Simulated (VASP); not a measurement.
Set up this calculation in VASP 6.6.1, as the native input.

```yaml
Task: single point
Functional: LDA
Potentials_or_basis: VASP PAW LDA potentials, release 64 (S, Mo_sv)
Cutoff: 520 eV
k_mesh: 8 × 8 × 1
Occupations: gaussian, width 0.01 eV
Spin: no spin polarisation
Dipole_correction: no
Further_INCAR_settings: ALGO = Normal; EDIFF = 1e-06; NBANDS = 35
```

The structure of MoS2 lies in POSCAR:

```
MoS2
1.0
    3.1600000000      0.0000000000      0.0000000000
   -1.5800000000      2.7366402760      0.0000000000
    0.0000000000      0.0000000000     24.3200000000
S Mo
4 2
Direct
    0.3333333333      0.6666666667      0.3083881579
    0.3333333333      0.6666666667      0.4366776316
    0.6666666667      0.3333333333      0.5633223684
    0.6666666667      0.3333333333      0.6916118421
    0.6666666667      0.3333333333      0.3725328947
    0.3333333333      0.6666666667      0.6274671053
```

The cell was built by a generator and needn't be a form met in nature.

One way to write it, as run:

INCAR

```
ALGO = Normal ; EDIFF = 1E-6
ENCUT = 520 ; ISIF = 2
ISMEAR = 0 ; LASPH = True
LCHARG = False ; LREAL = False
LWAVE = False ; NBANDS = 35
NELM = 100 ; PREC = Accurate
SIGMA = 0.01
```

KPOINTS

```
k-points
0
Gamma
  8 8 1
```

Potentials or basis: VASP PAW LDA potentials, release 64 (S, Mo_sv).

The run is started by

```console
$ cat potpaw_LDA.64/S/POTCAR potpaw_LDA.64/Mo_sv/POTCAR > POTCAR
$ mpirun -np 1 vasp_std > vasp.out
```

It gave:

* Largest force: 0.391 eV/Å
* Band gap on the k mesh: 1.36 eV, indirect (least direct gap 2.01 eV)

Wall time 72 s on 1 thread of Intel(R) Xeon(R) Platinum 8488C (Sapphire Rapids) (shared host), peak memory 0.28 GiB.
